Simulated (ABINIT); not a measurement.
## BN in ABINIT: the effect of functional

Crystal: BN.

```
N B
1.0
     0.00000    1.81300    1.81300
     1.81300    0.00000    1.81300
     1.81300    1.81300    0.00000
N B
1 1
Cartesian
  0.9065 0.9065 0.9065
  0.0000 0.0000 0.0000
```

The cell is a database's computed one.

Alike in all runs:

| Item | Value |
| --- | --- |
| Program | ABINIT 10.8.3 (patched build) |
| Task | single point |
| Potentials or basis | JTH PAW PBE v2.0 |
| Cutoff | 844 eV |
| k mesh | 13 × 13 × 13 |
| Occupations | fermi-dirac, width 0.05 eV |
| Spin | no spin polarisation |

```tsv
functional	gap on the mesh (eV)	pressure (GPa)
LDA	4.41	-13.6
PBEsol	4.34	-6.2
RPBE	4.55	5.1
BLYP	?	?
AM05	4.35	-6.8
r2SCAN	5.02	-2.6
SCAN	5.01	-4.5
revPBE	4.54	3.7
PW91	4.57	-1.4
WC	4.39	-6.3
```

**Question.** What does the run with functional BLYP give?

**Answer.** gap on the mesh 4.93 eV; pressure 5.8 GPa.

Caveats: the PAW data sets were made with another functional, which shifts forces and pressure a little; an odd mesh through Γ misses points on the zone boundary, where band edges often lie.

Runs at the PBE level aren't shown here.
